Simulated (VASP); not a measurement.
# BaS (Fm-3m) in VASP: further runs, part 2 of 2

VASP 6.6.1. The steps go on from the part before.

### Step 4. Single point, LDA

This run uses another cell than the first one, of 34.53 Å³/atom, 1.060 times its volume.

The input, INCAR:

```
SYSTEM = BaS
  PREC = Accurate
  ENCUT = 520
  EDIFF = 1E-6
  ISMEAR = -1
  SIGMA = 0.05
  LREAL = .False.
  LASPH = .True.
  NELM = 100
  ALGO = Normal
  ISIF = 2
  LWAVE = .False.
  LCHARG = .True.
  GGA = CA
  LELF = .True.
  LVHAR = .True.
  NBANDS = 15
```

The input, KPOINTS:

```
Automatic mesh
0
Gamma
  7 7 7
  0 0 0
```

The input, POSCAR:

```
BaS
1.0
    0.0000000000      3.2563884516      3.2563884516
    3.2563884516      0.0000000000      3.2563884516
    3.2563884516      3.2563884516      0.0000000000
Ba S
1 1
Direct
    0.0000000000      0.0000000000      0.0000000000
    0.5000000000      0.5000000000      0.5000000000
```

Potentials or basis: VASP PAW LDA potentials, release 64 (Ba_sv, S).

Run with:

```
cat potpaw_LDA.64/Ba_sv/POTCAR potpaw_LDA.64/S/POTCAR > POTCAR
mpirun -np 1 vasp_std > vasp.out
```

OUTCAR:

```text
SYSTEM = BaS
   PREC = Accurate
   ENCUT = 520
   EDIFF = 1E-6
   ISMEAR = -1
   LREAL = .False.
   LASPH = .True.
   NELM = 100
   ISIF = 2
   GGA = CA

 ion  position               nearest neighbor table
   1  0.000  0.000  0.000-   2 3.26   2 3.26   2 3.26   2 3.26   2 3.26   2 3.26
   2  0.500  0.500  0.500-   1 3.26   1 3.26   1 3.26   1 3.26   1 3.26   1 3.26

  LATTYP: Found a face centered cubic cell.
 ALAT       =     6.5127769032

  Lattice vectors:

 A1 = (   0.0000000000,   3.2563884516,   3.2563884516)
 A2 = (   3.2563884516,   0.0000000000,   3.2563884516)
 A3 = (   3.2563884516,   3.2563884516,   0.0000000000)

Analysis of symmetry for initial positions (statically):
=====================================================================
 Subroutine PRICEL returns:
 Original cell was already a primitive cell.

 Routine SETGRP: Setting up the symmetry group for a
 face centered cubic supercell.

 Subroutine GETGRP returns: Found 48 space group operations
 (whereof 48 operations were pure point group operations)
 out of a pool of 48 trial point group operations.

The static configuration has the point symmetry O_h .

Analysis of symmetry for dynamics (positions and initial velocities):
=====================================================================
 Subroutine PRICEL returns:
 Original cell was already a primitive cell.

 Routine SETGRP: Setting up the symmetry group for a
 face centered cubic supercell.

 Subroutine GETGRP returns: Found 48 space group operations
 (whereof 48 operations were pure point group operations)
 out of a pool of 48 trial point group operations.

The dynamic configuration has the point symmetry O_h .

 Subroutine INISYM returns: Found 48 space group operations
 (whereof 48 operations are pure point group operations),
 and found     1 'primitive' translations

----------------------------------------------------------------------------------------

                                     Primitive cell
[... 115 lines left out ...]
   LEPSILON=     F    determine dielectric tensor
   LRPA    =     F    only Hartree local field effects (RPA)
 non-spin polarized calculation
  energy-cutoff  :      520.00
  volume of cell :       69.06
 maximum number of plane-waves:      1875
 NGX is ok and might be reduce to    36
   NGX = 17   NGY = 17   NGZ = 17

 number of electron      16.0000000 magnetization

 Free energy of the ion-electron system (eV)
  ---------------------------------------------------
  ext. energy  EPLUGINS =         0.00000000
  ---------------------------------------------------
  free energy    TOTEN  =       -11.08808922 eV

  energy without entropy =      -11.08808922  energy(sigma->0) =      -11.08808922

 E-fermi :   1.9742     XC(G=0):  -8.7583

 val. band max:        0.9435019432   @ k =   0.0000   0.0000   0.0000
 cond. band min:       2.9962416004   @ k =   0.4286   0.4286   0.0000
 fundamental gap:      2.0527396572
 Fermi energy:         1.9741781027

 k-point     1 :       0.0000    0.0000    0.0000
  band No.  band energies     occupation
      1     -25.2402      2.00000
      2     -10.3181      2.00000
      3     -10.3181      2.00000
      4     -10.3181      2.00000
      5      -9.2846      2.00000
      6       0.9435      2.00000
      7       0.9435      2.00000
      8       0.9435      2.00000
      9       3.9827      0.00000
     10       4.6316      0.00000
     11       4.6316      0.00000
     12       4.6316      0.00000
     13       5.5539      0.00000
     14       5.5539      0.00000
[... 329 lines left out ...]
      2     -10.8145      2.00000
      3     -10.6225      2.00000
      4     -10.4967      2.00000
      5      -8.7411      2.00000
      6      -0.1569      2.00000
      7       0.3405      2.00000
      8       0.3745      2.00000
      9       4.6668      0.00000
     10       5.5290      0.00000
     11       6.9392      0.00000
     12       7.6103      0.00000
     13       7.7792      0.00000
     14       9.4668      0.00000
     15      10.5902      0.00000

------------------------ aborting loop because EDIFF is reached ----------------------------------------

  FORCE on cell =-STRESS in cart. coord.  units (eV):
  Direction    XX          YY          ZZ          XY          YZ          ZX
  --------------------------------------------------------------------------------------
  -------------------------------------------------------------------------------------
  Total       -1.7079052     -1.7079052     -1.7079052     -0.0000000     -0.0000000      0.0000000
  in kB      -39.6219388    -39.6219388    -39.6219388     -0.0000000     -0.0000000      0.0000000
  external PRESSURE =     -39.6219388 kB  Pullay stress =       0.0000000 kB

 VOLUME and BASIS-vectors are now :
 -----------------------------------------------------------------------------
  energy-cutoff  :      520.00
  volume of cell :       69.06
      direct lattice vectors                 reciprocal lattice vectors
     0.000000000  3.256388452  3.256388452    -0.153544335  0.153544335  0.153544335
     3.256388452  0.000000000  3.256388452     0.153544335 -0.153544335  0.153544335
     3.256388452  3.256388452  0.000000000     0.153544335  0.153544335 -0.153544335

 POSITION                                       TOTAL-FORCE (eV/Angst)
 -----------------------------------------------------------------------------------
      0.00000      0.00000      0.00000         0.000000      0.000000      0.000000
      3.25639      3.25639      3.25639        -0.000000     -0.000000     -0.000000
 -----------------------------------------------------------------------------------
    total drift:                                0.000000      0.000000      0.000000

  FREE ENERGIE OF THE ION-ELECTRON SYSTEM (eV)
  ---------------------------------------------------
  free  energy   TOTEN  =       -11.0880892220 eV

  energy  without entropy=      -11.0880892219  energy(sigma->0) =      -11.08808922
```

stdout:

```text
POSCAR found type information on POSCAR BaS
 POSCAR found :  2 types and       2 ions
 scaLAPACK will be used
 LDA part: xc-table for (Slater(with rela. corr.)+CA(PZ))
 , standard interpolation
 POSCAR, INCAR and KPOINTS ok, starting setup
 FFT: planning ... GRIDC
 FFT: planning ... GRID_SOFT
 FFT: planning ... GRID
 WAVECAR not read
 entering main loop
```

Run time: 11 s. Hardware: 1 thread of Intel Xeon 6975P-C (Granite Rapids), shared host; peak memory 0.17 GiB.

Results:

```yaml
Free_energy: -11.0881 eV
Pressure: -4.0 GPa
Band_gap_on_the_k_mesh: 2.05 eV, indirect (least direct gap 2.23 eV)
```

Levels at points of the mesh, in eV from the valence-band top:
```csv
k point,band 5,band 6,band 7,band 8,band 9,band 10,band 11,band 12
"(0.00, 0.00, 0.00)",-10.23,0.00,0.00,0.00,3.04,3.69,3.69,3.69
```

Caveat: spin-orbit coupling is left out, which moves the levels of the heavy elements. Expect the measured gap to be larger: semilocal functionals such as LDA lack the derivative discontinuity.

### Step 5. The runs side by side

```tsv
level	potentials or basis	spin	cell	k mesh	gap on the mesh (eV)	pressure (GPa)
LDA	VASP PAW LDA potentials, release 64 (Ba_sv, S)	non-collinear, zero start, SOC	a = 4.517 Å, angles 60.0°, 2 atoms	5 × 5 × 5	-	-1.8
PBE	VASP PAW PBE potentials, release 64 (Ba_sv, S)	off	a = 4.576 Å, angles 60.0°, 2 atoms	7 × 7 × 7	2.23	-0.3
LDA	VASP PAW LDA potentials, release 64 (Ba_sv, S)	off	a = 4.605 Å, angles 60.0°, 2 atoms	7 × 7 × 7	2.05	-4.0
```

Alike in all rows: task single point; cutoff (eV) 520; smearing fermi-dirac 0.05 eV.

Caveats: spin-orbit coupling is left out, which moves the levels of the heavy elements (some runs).

Absolute energies hang on the potentials; compare differences alone.

### Step 6. Comparison with measurements

Step 3. Measured gap of BaS: 3.806 eV (indirect; 2 K; a printed reference work, monograph, original work of 1988). This calculation gives 2.23 eV (-1.58 eV). Spin-orbit coupling on Ba is left out. The value is that of PBE on a finite k mesh, which can miss the band edges, without temperature or zero-point motion. Semilocal functionals fall short of measured gaps as a rule.
